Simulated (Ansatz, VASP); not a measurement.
**One calculation of Rb, two programs**

The input INCAR:

```
SYSTEM = Rb
ALGO = Fast
EDIFF = 1E-6
ENCUT = 520
GGA = PS
ISIF = 2
ISMEAR = 0
LASPH = .True.
LCHARG = .False.
LREAL = .False.
LWAVE = .False.
NBANDS = 10
NELM = 60
PREC = Accurate
SIGMA = 0.15
```

The input KPOINTS:

```
k-points
0
Gamma
  12 12 12
  0 0 0
```

POSCAR

```
Rb
1.0
   -2.7358500000      2.7358500000      2.8761500000
    2.7358500000     -2.7358500000      2.8761500000
    2.7358500000      2.7358500000     -2.8761500000
Rb
1
Direct
    0.0000000000      0.0000000000      0.0000000000
```

Input for Ansatz:

```yaml
crystal:
  lattice:
    - [-2.73585, 2.73585, 2.87615]
    - [2.73585, -2.73585, 2.87615]
    - [2.73585, 2.73585, -2.87615]
  atoms:
    - { symbol: Rb, position: [0.0, 0.0, 0.0] }
basis:
  ecutwfc: 420
kpoints:
  mp_grid: { grid: [12, 12, 12] }
hamiltonian:
  xc: pbesol
scf:
  occupations: { method: gaussian, width: 0.15 }
output:
  forces: true
  stress: true
  eigenvalues: true
```

Change from the starting cell: strain -0.025 along x and y, +0.025 along z, atoms carried along.

Alike in both runs: task single point; functional PBEsol; k mesh 12 × 12 × 12; occupations gaussian, width 0.15 eV; no spin polarisation.

|  | VASP | Ansatz |
| --- | --- | --- |
| version | VASP 6.6.1 | Ansatz 0.2.0 |
| potentials or method | VASP PAW PBE potentials, release 64 (Rb_sv) | scalar-relativistic, plane waves, PAW |
| plane-wave cutoff (eV) | 520 | 420 |
| valence electrons in the cell | 9 | 9 |

```csv
,VASP,Ansatz,Ansatz less VASP
gap on the k mesh at the Fermi level (eV),none,none,-
pressure (GPa),0.0,0.0,0.00
```

A gap of «none» marks a metal or a gap that the smearing closes.

Caveats: the PAW data sets were made with another functional, which shifts forces and pressure a little (VASP).
